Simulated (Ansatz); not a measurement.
# Al: the cost of one run

Program: Ansatz 0.2.0. Level of theory: DFT PBE, scalar-relativistic, plane waves, PAW. These are calculated values, not measurements.

2 further runs of the same task are left out: 1 that didn't finish, 1 set aside as unsound or not needed.

## 1. The system as given

Symmetry: Im-3m, No. 229, cubic system. Conventional cell: a = 3.235 Å, b = 3.235 Å, c = 3.235 Å, α = 90.00°, β = 90.00°, γ = 90.00°. Al (site symmetry m-3m) is surrounded by 8 Al at 2.80 Å.

Coordinates:

```cif
data_structure
_symmetry_space_group_name_H-M 'P 1'
_symmetry_Int_Tables_number 1
_cell_length_a 2.8015
_cell_length_b 2.8015
_cell_length_c 2.8015
_cell_angle_alpha 109.471
_cell_angle_beta 109.471
_cell_angle_gamma 109.471
_cell_volume 16.93
loop_
_atom_site_label
_atom_site_type_symbol
_atom_site_fract_x
_atom_site_fract_y
_atom_site_fract_z
_atom_site_occupancy
Al1 Al 0.00000 0.00000 0.00000 1
```

It goes back to an entry of the Materials Project, which need not be the stable form.

This cell was relaxed beforehand with the same method: volume 16.93 Å³/atom, gap on the mesh none (metal).

## 2. What is varied

Atoms count from 1 in the order of the input.

One atom moved over a plane, all else fixed.

The axes are (1) shift of Al1 along [1 0 0]: 11 values from −1.180 Å; (2) shift of Al1 along [0 1 0]: 11 values from −1.180 Å.

Nothing else is relaxed (all other atoms fixed). Energies count from the relaxed crystal. Points are written as (first, second).

## 3. Point (−1.180 Å, −1.180 Å)

File input.yaml:

```yaml
crystal:
  lattice:
    - [3.2349246271, -3.2349246271, -3.2349246271]
    - [-3.2349246271, 3.2349246271, -3.2349246271]
    - [3.2349246271, 3.2349246271, 3.2349246271]
  atoms:
    - { symbol: Al, position: [0.3176155342, 0.3176155342, -0.3647689316] }
    - { symbol: Al, position: [0.5, 0.0, 0.0] }
    - { symbol: Al, position: [0.0, 0.5, 0.0] }
    - { symbol: Al, position: [0.0, 0.0, 0.0] }
    - { symbol: Al, position: [0.5, 0.5, 0.5] }
    - { symbol: Al, position: [0.5, 0.0, 0.5] }
    - { symbol: Al, position: [0.0, 0.5, 0.5] }
    - { symbol: Al, position: [0.0, 0.0, 0.5] }
basis:
  ecutwfc: 420
kpoints:
  mp_grid: { grid: [10, 10, 10] }
hamiltonian:
  xc: pbe
  pseudopotentials: { kind: paw, azcp: { folder: soft_1 } }
scf:
  occupations: { method: gaussian, width: 0.15 }
output:
  forces: true
  stress: true
  eigenvalues: true
  write_density: true
  write_potential: true
  elf: true
  volumetric_format: npy
```

The run is started by

```
$ ansatz run input.yaml --threads 4 --pin off --max-ram 8192MiB --backend cpu --events-out ev --progress --plain --runs-dir out
```

**Question.** How long does this run take on 4 threads of AMD EPYC 7R43 (Zen 3), shared host, and how much memory does it need?

About 15 s, with a peak of 0.75 GiB.
